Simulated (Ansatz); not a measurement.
Below is the output of a Python script on the Python package of Ansatz (0.2.0) that makes a band structure of Si, space group Im-3m. Write a script that gives it. Level of theory: PBE, PAW, cutoff 463 eV, 5×5×5 k-points, cold smearing of 0.1 eV.

```
CELL_PARAMETERS angstrom
-3.33608 3.33608 3.33608
3.33608 -3.33608 3.33608
3.33608 3.33608 -3.33608
ATOMIC_POSITIONS crystal
Si 0.75000 0.25000 0.50000
Si 0.75000 0.50000 0.25000
Si 0.50000 0.25000 0.75000
Si 0.25000 0.50000 0.75000
Si 0.25000 0.75000 0.50000
Si 0.50000 0.75000 0.25000
```

```console
$ python si.py
F of the Si cell: -3813.506454 eV = -280.287557 Ry = -140.143779 Ha
Fermi level 4.4319 eV, 10 k-points, 48 symmetry operations
band   lowest  highest (eV from E_F)  electrons
   1  -11.878  -10.480             2.0000
   2  -10.480   -7.336             2.0000
   3   -9.824   -7.336             2.0000
   4   -7.800   -5.761             2.0000
   5   -7.723   -4.874             2.0000
   6   -7.206   -4.351             2.0000
   7   -4.551   -2.258             2.0000
   8   -3.714   -2.126             2.0000
   9   -3.097   -2.055             2.0000
  10   -2.663   -1.063             2.0000
  11   -2.177   -0.196             2.0000
  12   -2.177   -0.196             2.0000
  13    0.133    2.066             0.0000
  14    0.820    2.337             0.0000
  15    0.820    2.688             0.0000
  16    2.441    3.802             0.0000
  17    2.459    3.802             0.0000
  18    2.787    4.445             0.0000
  19    3.534    6.179             0.0000
  20    4.317    6.689             0.0000
electrons counted from the table: 24.0
ansatz rho
values in e/bohr^3 (x slowest, z fastest)
    6    0.000000    0.000000    0.000000
   45   -0.140095    0.140095    0.140095
   45    0.140095   -0.140095    0.140095
   45    0.140095    0.140095   -0.140095
   14   14.000000   -0.000000    6.304278    3.152139
   14   14.000000   -0.000000    3.152139    6.304278
   14   14.000000    3.152139    6.304278    0.000000
   14   14.000000    6.304278    3.152139    0.000000
   14   14.000000    6.304278   -0.000000    3.152139
   14   14.000000    3.152139   -0.000000    6.304278
electrons from the file: 24.0
zero of the bands: 4.432 eV, the Fermi level found on the SCF mesh
channel 0: bands that cross the Fermi level on this path: none
  0.000   0.000   0.000     -2.177    1.948
  0.062  -0.062   0.062     -2.006    1.374
  0.125  -0.125   0.125     -1.633    0.715
  0.188  -0.188   0.188     -1.208    0.276
  0.250  -0.250   0.250     -0.809    0.057
  0.312  -0.312   0.312     -0.486    0.012
  0.375  -0.375   0.375     -0.260    0.086
  0.437  -0.437   0.437     -0.129    0.204
  0.500  -0.500   0.500     -0.087    0.263
  0.437  -0.437   0.500     -0.108    0.283
  0.375  -0.375   0.500     -0.167    0.343
  0.312  -0.312   0.500     -0.260    0.440
  0.250  -0.250   0.500     -0.377    0.570
  0.188  -0.188   0.500     -0.507    0.724
  0.125  -0.125   0.500     -0.637    0.886
  0.062  -0.062   0.500     -0.742    1.021
  0.000   0.000   0.500     -0.786    1.077
  0.000   0.000   0.437     -0.830    1.019
  0.000   0.000   0.375     -0.956    0.905
  0.000   0.000   0.312     -1.147    0.828
  0.000   0.000   0.250     -1.381    0.856
  0.000   0.000   0.188     -1.635    1.020
  0.000   0.000   0.125     -1.883    1.316
  0.000   0.000   0.063     -2.088    1.695
  0.000   0.000   0.000     -2.177    1.948
  0.031   0.031   0.031     -2.088    1.707
  0.062   0.062   0.062     -1.950    1.377
  0.094   0.094   0.094     -1.886    1.206
  0.125   0.125   0.125     -1.918    1.291
  0.156   0.156   0.156     -1.928    1.647
  0.188   0.188   0.188     -1.944    1.999
  0.219   0.219   0.219     -1.952    2.148
  0.250   0.250   0.250     -1.957    2.157
  0.281   0.156   0.281     -1.938    1.973
  0.312   0.062   0.312     -1.827    1.694
  0.344  -0.031   0.344     -1.545    1.415
  0.375  -0.125   0.375     -1.155    1.165
  0.406  -0.219   0.406     -0.755    0.927
  0.438  -0.312   0.438     -0.410    0.579
  0.469  -0.406   0.469     -0.173    0.346
  0.500  -0.500   0.500     -0.087    0.263
```

One script that gives this output:

`si.py`
```python
"""Band structure of Si."""

from pathlib import Path

import ansatz as az
from ase.io.cube import read_cube_data
from ase.units import Bohr
import numpy as np

structure = (
    az.Lattice.of([-3.33608, 3.33608, 3.33608], [3.33608, -3.33608, 3.33608], [3.33608, 3.33608, -3.33608])
    .atom("Si", [0.75, 0.25, 0.5])
    .atom("Si", [0.75, 0.5, 0.25])
    .atom("Si", [0.5, 0.25, 0.75])
    .atom("Si", [0.25, 0.5, 0.75])
    .atom("Si", [0.25, 0.75, 0.5])
    .atom("Si", [0.5, 0.75, 0.25])
)

# high-symmetry points in fractions of the reciprocal vectors
path = [
    ("G", (0.0, 0.0, 0.0)),
    ("H", (0.5, -0.5, 0.5)),
    ("N", (0.0, 0.0, 0.5)),
    ("G", (0.0, 0.0, 0.0)),
    ("P", (0.25, 0.25, 0.25)),
    ("H", (0.5, -0.5, 0.5)),
]
setup = (
    structure.calculation()
    .basis(17 * az.Ha)
    .functional("pbe")
    .scf(tolerance=1e-09)
    .occupations("cold", width=0.1)
    .kpoints(5)
    .band_structure([point for _, point in path], intervals=8)
    .scf(extra_bands=8)
    .band_table()
    .density()
    .output_files(volumetric_format=["cube", "npy"])
)
session = setup.session()
planned = session.plan(threads=1)
result = planned.execute()
data = result.report

energy = data["free_energy_ev"]
print("F of the Si cell: {:.6f} eV = {:.6f} Ry = {:.6f} Ha".format(energy, energy / 13.605693, energy / 27.211386))
print("Fermi level {:.4f} eV, {} k-points, {} symmetry operations".format(data["fermi_energy_ev"], data["n_kpoints"], data["n_symmetry_ops"]))

table = np.array(data["eigenvalues_ev"]) - data["fermi_energy_ev"]
filling = np.array(data["occupations"])
weights = np.tile(data["kweights"], len(table) // len(data["kweights"]))
print("band   lowest  highest (eV from E_F)  electrons")
for band in range(table.shape[1]):
    if table[:, band].max() > -12:
        print(f"{band + 1:4d} {table[:, band].min():8.3f} {table[:, band].max():8.3f} {weights @ filling[:, band]:18.4f}")
print("electrons counted from the table:", round(float(weights @ filling.sum(axis=1)), 5))

# cube files hold the density in electrons per cubic bohr
folder = Path(result.write_results("cubes"))
print("\n".join((folder / "rho.cube").read_text().splitlines()[: 6 + 6]))
values, cube_atoms = read_cube_data(str(folder / "rho.cube"))
print("electrons from the file:", round(values.mean() * cube_atoms.get_volume() / Bohr ** 3, 3))

bands = result.band_structure()
fermi = bands.fermi_energy_ev
print(f"zero of the bands: {fermi:.3f} eV, the Fermi level found on the SCF mesh")
for spin, channel in enumerate(bands.channels):
    levels = channel.eigenvalues_ev - fermi
    crossing = [b for b in range(levels.shape[1]) if levels[:, b].min() < 0 < levels[:, b].max()]
    print(f"channel {spin}: bands that cross the Fermi level on this path:", [b + 1 for b in crossing] or "none")
    shown = crossing or sorted(np.argsort(np.abs(levels).min(axis=0))[:2])
    for k, row in zip(bands.kpoints_frac, levels[:, shown]):
        print(f"{k[0]:7.3f} {k[1]:7.3f} {k[2]:7.3f}  ", " ".join(f"{e:8.3f}" for e in row))
```

Caveats:
- Total energies depend on the potentials; only differences at equal settings carry meaning. A total without «per atom» is that of the cell as typed.
- The computed bands are complete only to about 4.3 eV above the Fermi level.
- An absolute Fermi energy rests on an arbitrary zero of the periodic potential and has no direct meaning.
- An opening on this mesh may only mean that it misses a point where bands touch.
- Grid values close to the nuclei reflect the PAW or pseudopotential construction, not the all-electron fields.
- This isn't the structure that Si takes at ambient conditions.
- Levels are Kohn-Sham eigenvalues on this mesh.
- Hardware and time: 9.7 s on 1 thread of Intel(R) Xeon(R) Platinum 8259CL CPU @ 2.50GHz (Skylake/Cascade Lake) (shared host), peak memory 0.49 GiB.
